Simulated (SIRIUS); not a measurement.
**CuO (Tenorite): single point with PBEsol**

The system is CuO (Tenorite).

```
CELL_PARAMETERS angstrom
2.34465 -1.71340 0.00000
2.34465 1.71340 0.00000
-0.86055 0.00000 5.05944
ATOMIC_POSITIONS crystal
Cu 0.49680 0.00320 0.50000
Cu 0.00320 0.49680 0.00000
O 0.40560 0.57140 0.75370
O 0.57140 0.40560 0.25370
```

* Program: SIRIUS 7.12.0
* Task: single point
* Functional: PBEsol
* Potentials or basis: all-electron FP-LAPW
* Cutoff: 365 eV
* Basis: apw+lo standard
* k mesh: 10 × 10 × 5
* Occupations: fermi-dirac, width 0.05 eV
* Spin: no spin polarisation

| Quantity | Value |
| --- | --- |
| Largest force | 0.755 eV/Å |
| Band gap on the k mesh | none (metal or under the smearing width) |
| All electrons inside the program's atomic spheres | Cu 27.50; O 6.39 (radii Cu 2.08, O 1.39 bohr) |

Forces in eV/Å, atoms in the order of the input:
```
Cu  -0.594 -0.318  0.226
Cu  -0.594  0.318  0.226
O    0.597 -0.403 -0.228
O    0.597  0.403 -0.228
```

Levels at points of the mesh, in eV from the Fermi level:
| k point | band 23 | band 24 | band 25 | band 26 | band 27 | band 28 |
| --- | --- | --- | --- | --- | --- | --- |
| (0.00, 0.00, 0.00) | -2.11 | -1.62 | 0.22 | 0.92 | 1.62 | 5.87 |
| (0.50, 0.00, 0.00) | -1.48 | -1.38 | -0.04 | 0.29 | 4.75 | 6.16 |
| (0.50, 0.50, 0.00) | -1.66 | -1.19 | -0.63 | 1.07 | 3.21 | 6.91 |

Wall time 24 min on 1 thread of Arm Neoverse V2, on a shared host, peak memory 2.2 GiB.

Caveat: the run has no spin polarisation, though such a crystal can be magnetic; semilocal functionals often make such compounds metallic where correlation or magnetic order opens a gap, which also shifts bond lengths. With open d or f shells a metallic result of PBEsol can be an artefact of self-interaction; +U or a hybrid may open a gap.
